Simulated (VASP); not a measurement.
A run of VASP 6.6.1 is set up as follows.

The input INCAR:

```
PREC = Accurate
ENCUT = 600
EDIFF = 1E-7
ISMEAR = 0
SIGMA = 0.01
LREAL = F
LASPH = T
NELM = 100
ALGO = Normal
ISIF = 3
LWAVE = F
LCHARG = F
IBRION = 2
NSW = 80
EDIFFG = -0.002
```

Contents of KPOINTS:

```
regular mesh
0
Gamma
  8 8 8
```

Contents of POSCAR:

```
GaP
1.0
    0.0000000000      2.7250000000      2.7250000000
    2.7250000000      0.0000000000      2.7250000000
    2.7250000000      2.7250000000      0.0000000000
Ga P
1 1
Direct
    0.0000000000      0.0000000000      0.0000000000
    0.2500000000      0.2500000000      0.2500000000
```

Potentials or basis: VASP PAW LDA potentials, release 64 (Ga_d, P).

Launch:

```bash
$ cat potpaw_LDA.64/Ga_d/POTCAR potpaw_LDA.64/P/POTCAR > POTCAR
$ mpirun -np 1 vasp_std > vasp.out
```

Q: Estimate the relaxed volume.

A: 19.61 Å³/atom.

Q: Predict the space group after relaxing (to 0.05 Å).

A: F-43m (No. 216).

Q: Estimate the band gap on the k mesh.

A: 1.43 eV, indirect (least direct gap 1.90 eV).

Final structure:
```cif
data_structure
_symmetry_space_group_name_H-M 'P 1'
_symmetry_Int_Tables_number 1
_cell_length_a 3.8136
_cell_length_b 3.8136
_cell_length_c 3.8136
_cell_angle_alpha 60.000
_cell_angle_beta 60.000
_cell_angle_gamma 60.000
_cell_volume 39.22
loop_
_atom_site_label
_atom_site_type_symbol
_atom_site_fract_x
_atom_site_fract_y
_atom_site_fract_z
_atom_site_occupancy
Ga1 Ga 0.00000 0.00000 0.00000 1
P1 P 0.25000 0.25000 0.25000 1
```

A k mesh can miss the band edges. LDA gaps usually lie below the measured ones, often by a third to a half.
